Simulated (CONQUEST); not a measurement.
**SiC (Moissanite 3C) under changes of volume**

One of the cells (10.346 Å³/atom); the others are scaled copies at fixed shape and fractional positions:

```
Si C
1.0
     3.08157    0.00000    0.00000
     0.00000    3.08157    0.00000
     0.00000    0.00000    4.35800
Si C
2 2
Direct
  0.00000 0.00000 0.00000
  0.50000 0.50000 0.50000
  0.00000 0.50000 0.25000
  0.50000 0.00000 0.75000
```

| Quantity | Value |
| --- | --- |
| Program | CONQUEST 1.3 |
| Functional | PBE |
| Potentials or basis | PseudoDojo NC PBE, DZP, grid of 32 × 32 × 48 points |
| k mesh | 9 × 9 × 6 |
| Occupations | fermi-dirac, width 0.05 eV |
| Spin | no spin polarisation |

```tsv
volume (Å³/atom)	energy over the lowest point (meV/atom)	pressure (GPa)	gap on the mesh (eV)
9.725	56.66	21.6	1.26
9.932	32.38	16.0	1.28
10.139	15.19	10.8	1.30
10.346	4.62	5.8	1.32
10.553	0.00	1.6	1.33
10.760	?	?	?
10.967	5.33	-5.7	1.37
```

What does the run at 10.760 Å³/atom give?

Energy over the lowest point 0.20 meV/atom; pressure -2.1 GPa; gap on the mesh 1.35 eV.

Worked out: A Birch-Murnaghan fit of order 3 (a polynomial in V^(-2/3)) to the other rows has its minimum at 10.64 Å³/atom with B0 = V·E''(V) = 195 GPa and B' = 5.0. It gives 0.34 meV/atom at 10.760 Å³/atom, against the run's 0.20, and -dE/dV = -2.2 GPa, against -2.1. A straight line through the other rows of the gap, of slope 0.899 eV per unit of ln V, gives 1.35 eV, against the run's 1.35.

Energies are extrapolated to zero smearing.

Caveats: an odd mesh through Γ misses points on the zone boundary, where band edges often lie; the basis of atomic orbitals isn't converged, which shifts pressures, moduli and gaps; the real-space grid breaks the cell's symmetry a little (some runs).
